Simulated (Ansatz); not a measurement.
Layered crystal of SnS₂, relaxed:

```cif
data_structure
_symmetry_space_group_name_H-M 'P-3m1'
_symmetry_Int_Tables_number 164
_cell_length_a 3.6697
_cell_length_b 3.6697
_cell_length_c 5.7999
_cell_angle_alpha 90.000
_cell_angle_beta 90.000
_cell_angle_gamma 120.000
_cell_volume 67.64
loop_
_atom_site_label
_atom_site_type_symbol
_atom_site_symmetry_multiplicity
_atom_site_Wyckoff_symbol
_atom_site_fract_x
_atom_site_fract_y
_atom_site_fract_z
_atom_site_occupancy
Sn1 Sn 1 a 0.00000 0.00000 0.00000 1
S1 S 2 d 0.66667 0.33333 0.25486 1
```

These are results of DFT PBE+D3(BJ), scalar-relativistic, plane waves, PAW in Ansatz, not measurements. Plane waves to 420 eV, a k mesh through Γ of 12×12×6 on the computed 3-atom cell and Gaussian smearing (0.02 eV); no spin polarisation.

**Question.** What does it cost to take out one layer and relax it free-standing?

**Answer.** 20.0 meV/Å² (78 meV/atom). The layer's area changes by -0.3 %. The gap on the mesh goes from 1.24 eV to 1.58 eV. The layer is isolated along c and computed on a 12×12×1 mesh.

Gaps are read on the k meshes alone.